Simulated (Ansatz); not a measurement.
The system is TiO2 (Anatase).

```
Ti O
1.0
    -1.89210    1.89210    4.75730
     1.89210   -1.89210    4.75730
     1.89210    1.89210   -4.75730
Ti O
2 4
Direct
  0.75000 0.25000 0.50000
  0.00000 0.00000 0.00000
  0.79190 0.79190 0.00000
  0.54190 0.04190 0.50000
  0.95810 0.45810 0.50000
  0.20810 0.20810 0.00000
```

```yaml
Program: Ansatz 0.2.0
Task: relaxation of cell and atoms
Functional: PBE
Potentials_or_basis: Ansatz PAW
Cutoff: "420 eV (not typed: the program's choice for these potentials)"
k_mesh: 10 × 10 × 10
Occupations: fermi-dirac, width 0.05 eV
Spin: no spin polarisation
```

At the start: volume 11.35 Å³/atom.

Q: How do energy, volume and symmetry change on relaxing?

A: It ends after 7 steps and the volume is 11.66 Å³/atom (+2.7 %); space group I4_1/amd (No. 141, to 0.05 Å).

Step by step:
```tsv
step	energy change (eV)	largest force (eV/Å)	volume (Å³)
1	0.0000	0.1020	68.13
2	-0.0193	0.0324	69.32
3	-0.0200	0.0059	69.85
4	-0.0202	0.0028	69.88
5	-0.0290	0.0025	69.88
6	-0.0287	0.0005	69.98
7	-0.0291	0.0005	69.98
```

Final structure:
```
CELL_PARAMETERS angstrom
-1.89961 1.89961 4.84851
1.89961 -1.89961 4.84851
1.89961 1.89961 -4.84851
ATOMIC_POSITIONS crystal
Ti 0.75000 0.25000 0.50000
Ti 0.00000 0.00000 0.00000
O 0.79350 0.79350 0.00000
O 0.54350 0.04350 0.50000
O 0.95650 0.45650 0.50000
O 0.20650 0.20650 0.00000
```

Caveat: the plane-wave basis is chosen anew once the cell has moved, so the energies of steps on either side of that aren't comparable; the pressure holds a Pulay correction of +0.7 GPa for the finite cutoff.
